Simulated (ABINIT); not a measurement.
Runs of ABINIT 10.8.3 (patched build) on Ge. Symmetry: I4_1/amd, No. 141, tetragonal system. Conventional cell: a = 5.149 Å, b = 5.149 Å, c = 2.795 Å, α = 90.00°, β = 90.00°, γ = 90.00°. Ge (site symmetry -4m2) has 6 Ge at 2.67 to 2.79 Å as nearest neighbours. This isn't the form of Ge at room conditions, which is diamond.

```csv
share of exact exchange,gap on the mesh (eV),pressure (GPa)
0.35,none,-10.2
0.05,none,(b)
0.25,none,(a)
0.5,none,-15.3
0.15,none,-3.8
```

Alike in all rows: task single point; level PBE0; potentials or basis SG15 NC PBE v1.2; no spin polarisation; cell as given; k mesh 3 × 3 × 3; cutoff (eV) 599; smearing fermi-dirac 0.05 eV; the mesh is coarse, so values aren't converged.

Question: Estimate the missing entries.

Answer: (a) -7.0; (b) -0.6.

Caveats: all runs use coarse meshes; exact exchange is summed on a coarse mesh, which widens gaps by tenths of an eV; the potentials were made for another functional, which shifts forces and pressure.

A k mesh can miss the band edges, and the runs leave out spin-orbit coupling on Ge.

A gap of «none» marks a metal or a gap under the smearing width.

Runs at the PBE level aren't shown here.
